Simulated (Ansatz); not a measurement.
# HfN: pressure against volume per atom

Results calculated with Ansatz 0.2.0, not measured. Periodic Kohn-Sham DFT of a crystal at fixed atoms; pressure and stress are positive in compression; the energy is the free energy less that of spherical unpolarised free atoms; site moments are those in the method's own spheres, positive along +z.

Cell of the first row (space group Fm-3m, No. 225):
```
CELL_PARAMETERS angstrom
0.00000 2.21290 2.21290
2.21290 0.00000 2.21290
2.21290 2.21290 0.00000
ATOMIC_POSITIONS crystal
Hf 0.00000 0.00000 0.00000
N 0.50000 0.50000 0.50000
```

Settings of every row: method frozen-core PAW; functional PBEsol; relativity scalar; k mesh 10x10x10; filling fermi-dirac; smearing width 0.01 eV; wave cutoff 420 eV; paw set soft_2.

Atom start moment: 0 on all atoms.

Limits: PAW files made with PBE; no spin-orbit coupling on heavy atoms.

| row | volume per atom (Å³) | pressure (GPa) |
| --- | --- | --- |
| 1 | 10.836 | 16.132 |
| 2 | 11.067 | 9.058 |
| 3 | 11.297 | 2.702 |
| 4 | 11.413 | -0.234 |
| 5 | 11.528 | -3.018 |
| 6 | 11.643 | -5.656 |
| 7 | 11.758 | -8.156 |
| 8 | 11.989 | ? |
| 9 | 12.22 | -16.941 |

Question: what pressure should row 8 give?

Worked fit of pressure. Take u = (V_r/V)^(2/3) − 1 with V_r = 11.471 Å³ an atom, which is twice the finite (Eulerian) strain; such expansions in the strain, on which the Birch-Murnaghan equation of state is built, carry the rest volume and the bulk modulus. The shown rows have u = 0.0387, 0.02419, 0.01024, 0.00339, -0.0033, -0.00987, -0.01634, -0.04129. Least squares give pressure = −1.6613 + 416.225 × u + 1120.79 × u² GPa; a straight line predicts inner rows, each left out in turn, worse (root mean square 0.54 against 0.01 GPa). The rows lie off it by 0.007, -0.005, -0.016, 0.003, 0.005, 0.004, 0.007, -0.005 (root mean square 0.0075 GPa). The pressure vanishes at u = 0.0039, or V = 11.4 Å³ an atom, and there the bulk modulus at fixed shape and fractions is B = −V dP/dV = (2/3)(1 + u) dP/du = 285 GPa. The withheld row has u = -0.02902, so the fit gives −1.6613 + 416.225 × (-0.02902) + 1120.79 × (-0.02902)² = -12.796 GPa.

The calculation gave -12.782 GPa. The fit lies 0.014 GPa (0.042 % of the column's range) below it; its largest miss of a shown row is 0.016 GPa.
